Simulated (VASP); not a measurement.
Set up this calculation in VASP 6.6.1, as the native input.

```
Task                   : optical spectrum
Functional             : PBE
Potentials or basis    : VASP PAW PBE potentials, release 64 (W_sv, S)
Cutoff                 : 520 eV
k mesh                 : 7 × 7 × 1
Occupations            : gaussian, width 0.02 eV
Spin                   : no spin polarisation
Further INCAR settings : ALGO = Fast; EDIFF = 1e-07; NBANDS = 71
```

The structure of WS2 lies in POSCAR:

```
WS2
1.0
    3.1829541699      0.0000000000      0.0000000000
   -1.5914770850      2.7565191702      0.0000000000
    0.0000000000      0.0000000000     28.5322178600
W S
3 6
Direct
    0.6666666667      0.3333333333      0.4343616800
    0.6666666667      0.3333333333      0.8855337800
    0.0000000000      0.0000000000      0.6592864300
    0.6666666667      0.3333333333      0.6046252100
    0.0000000000      0.0000000000      0.3797102500
    0.0000000000      0.0000000000      0.8308482800
    0.6666666667      0.3333333333      0.7139522100
    0.0000000000      0.0000000000      0.4890304200
    0.0000000000      0.0000000000      0.9401857300
```

These files were run (other wordings do the same):

INCAR

```
SYSTEM = WS2
ALGO = Fast
CSHIFT = 0.1
EDIFF = 1E-7
ENCUT = 520
GGA = PE
ISIF = 2
ISMEAR = 0
LASPH = .TRUE.
LCHARG = .FALSE.
LOPTICS = .TRUE.
LREAL = .FALSE.
LWAVE = .FALSE.
NBANDS = 71
NEDOS = 1000
NELM = 80
PREC = Accurate
SIGMA = 0.02
```

KPOINTS

```
k-points
0
G
  7 7 1
  0 0 0
```

Potentials or basis: VASP PAW PBE potentials, release 64 (W_sv, S).

Command:

```bash
$ cat potpaw_PBE.64/W_sv/POTCAR potpaw_PBE.64/S/POTCAR > POTCAR
$ mpirun -np 1 vasp_std > vasp.out
```

It gave:

```
Largest force          : 0.267 eV/Å
Band gap on the k mesh : 1.47 eV, indirect (least direct gap 2.39 eV)
```

Caveat: spectra need much finer meshes, so this one isn't converged; independent-particle spectra lack excitons; spin-orbit coupling is left out, which moves the levels of the heavy elements.

It took 4.3 min on 1 thread of Intel(R) Xeon(R) Platinum 8259CL CPU @ 2.50GHz (Skylake/Cascade Lake), on a shared host, peak memory 0.51 GiB.
